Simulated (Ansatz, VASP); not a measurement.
**Ge in VASP and in Ansatz**

INCAR

```
SYSTEM = Ge
  ALGO = Normal
  EDIFF = 1E-6
  EDIFFG = -0.005
  ENCUT = 600
  GGA = CA
  IBRION = 2
  ISIF = 3
  ISMEAR = 0
  LASPH = .TRUE.
  LCHARG = .FALSE.
  LREAL = .FALSE.
  LWAVE = .FALSE.
  NELM = 100
  NSW = 70
  PREC = Accurate
  SIGMA = 0.1
```

The input KPOINTS:

```
k-points
0
G
  16 16 16
  0 0 0
```

File POSCAR:

```
Ge
1.0
   -2.6033005382      2.6033005382      1.4232407679
    2.6033005382     -2.6033005382      1.4232407679
    2.6033005382      2.6033005382     -1.4232407679
Ge
2
Direct
    0.2500000000      0.7500000000      0.5000000000
    0.5000000000      0.5000000000      0.0000000000
```

Input for Ansatz:

```yaml
crystal:
  lattice:
    - [-2.6033005382, 2.6033005382, 1.4232407679]
    - [2.6033005382, -2.6033005382, 1.4232407679]
    - [2.6033005382, 2.6033005382, -1.4232407679]
  atoms:
    - { symbol: Ge, position: [0.25, 0.75, 0.5] }
    - { symbol: Ge, position: [0.5, 0.5, 0.0] }
basis:
  ecutwfc: 420
kpoints:
  mp_grid: { grid: [16, 16, 16] }
hamiltonian:
  xc: lda
scf:
  occupations: { method: gaussian, width: 0.1 }
output:
  forces: true
  stress: true
  eigenvalues: true
relax:
  adjacent_minimum: "off"
  f_tol: 0.005
  max_steps: 50
  cell: { stress_tol: 0.05 }
```

Alike in both runs: task relaxation of cell and atoms; functional LDA; k mesh 16 × 16 × 16; occupations gaussian, width 0.1 eV; no spin polarisation.

```csv
,VASP,Ansatz
version,VASP 6.6.1,Ansatz 0.2.0
potentials or method,"VASP PAW LDA potentials, release 64 (Ge_d)","scalar-relativistic, plane waves, PAW"
plane-wave cutoff (eV),600,420
valence electrons in the cell,28,28
```

```tsv
	VASP	Ansatz	Ansatz less VASP
gap on the k mesh at the Fermi level, each at its own relaxed structure (eV)	none	none	-
relaxed volume (Å³/atom)	17.94	17.91	-0.028
relaxed cell length with the largest relative difference (Å)	3.855	3.853	-0.0025
energy change over the relaxation (meV/atom)	-23	-24	-1.1
```

A gap of «none» marks a metal or a gap that the smearing closes.
